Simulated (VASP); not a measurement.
# A VASP 6.6.1 relaxation on InAs

INCAR

```
LWAVE = .FALSE.
PREC = Low
IBRION = 2
LREAL = .FALSE.
EDIFF = 1E-7
NBANDS = 16
ISIF = 3
EDIFFG = -5E-3
NELECT = 18.5
LASPH = .TRUE.
ISMEAR = -5
ENCUT = 600
SIGMA = 0.1
LCHARG = .FALSE.
GGA = PS
NSW = 40
NELM = 80
```

KPOINTS

```
KPOINTS created by Atomic Simulation Environment
0
Gamma
6 6 6
0 0 0
```

POSCAR

```
In As
 1.0000000000000000
     0.0000000000000000    3.0943470650270921    3.0943470650270921
     3.0943470650270921    0.0000000000000000    3.0943470650270921
     3.0943470650270921    3.0943470650270921    0.0000000000000000
 In  As
   1   1
Cartesian
  0.0000000000000000  0.0000000000000000  0.0000000000000000
  1.5471735325135458  1.5471735325135458  1.5471735325135458
```

The recommended PBE PAW datasets give the neutral cell 18 valence electrons.

Command

```
mpirun -np 1 vasp_std
```

**Question.** Predict the outcome of this run.

**Answer.** It converged. Results: relaxed cell vector lengths 4.836, 4.836, 4.836 Å; relaxed cell volume 79.99 Å³.

OSZICAR

```
N       E                     dE             d eps       ncg     rms          rms(c)
DAV:   1     0.125712120758E+03    0.12571E+03   -0.89956E+03   512   0.133E+03
DAV:   2     0.244652542134E+01   -0.12327E+03   -0.11853E+03   568   0.325E+02
DAV:   3    -0.606306057381E+01   -0.85096E+01   -0.84828E+01   640   0.809E+01
DAV:   4    -0.628691899611E+01   -0.22386E+00   -0.22390E+00   664   0.144E+01
DAV:   5    -0.629537044001E+01   -0.84514E-02   -0.84517E-02   736   0.232E+00    0.455E+00
DAV:   6    -0.599809984881E+01    0.29727E+00   -0.59221E-01   768   0.911E+00    0.251E+00
DAV:   7    -0.597746032312E+01    0.20640E-01   -0.11529E-01   704   0.295E+00    0.860E-01
DAV:   8    -0.597391189492E+01    0.35484E-02   -0.79105E-03   632   0.831E-01    0.181E-01
DAV:   9    -0.597386613076E+01    0.45764E-04   -0.59275E-04   680   0.178E-01    0.105E-01
DAV:  10    -0.597386853219E+01   -0.24014E-05   -0.11040E-04   672   0.152E-01    0.405E-02
...
DAV:   1    -0.657500144914E+01   -0.11716E-01   -0.28825E-01   664   0.857E+00    0.618E-01
DAV:   2    -0.656519276402E+01    0.98087E-02   -0.20319E-02   640   0.252E+00    0.235E-01
DAV:   3    -0.656365601174E+01    0.15368E-02   -0.55548E-03   680   0.117E+00    0.813E-02
DAV:   4    -0.656363247450E+01    0.23537E-04   -0.15251E-04   528   0.109E-01    0.531E-02
DAV:   5    -0.656359361877E+01    0.38856E-04   -0.19478E-05   552   0.375E-02    0.223E-02
DAV:   6    -0.656358658513E+01    0.70336E-05   -0.58478E-06   664   0.219E-02    0.462E-03
DAV:   7    -0.656358825502E+01   -0.16699E-05   -0.70878E-07   560   0.591E-03    0.914E-04
DAV:   8    -0.656358805844E+01    0.19658E-06   -0.49033E-08   392   0.232E-03    0.106E-03
DAV:   9    -0.656358796238E+01    0.96057E-07   -0.12838E-08   288   0.117E-03
   4 F= -.65635880E+01 E0= -.65635880E+01  d E =-.589751E+00
```

| ionic step | ΔE (meV/atom) | volume (Å³) | largest force (eV/Å) | pressure (GPa) | electronic steps |
| --- | --- | --- | --- | --- | --- |
| 1 | 0.0 | 59.26 | 0.000 | 12.56 | 17 |
| 2 | -293.9 | 81.48 | 0.000 | -0.39 | 12 |
| 3 | -294.7 | 79.32 | 0.000 | 0.18 | 11 |
| 4 | -294.9 | 79.99 | 0.000 | 0.00 | 9 |

The cell is charged and sits in a uniform background. The volume moved far on the plane waves of the start cell, so a restart from CONTCAR is due.

For comparison, a separate PBEsol relaxation on usual settings, not on those above, ends at 56.57 Å³.
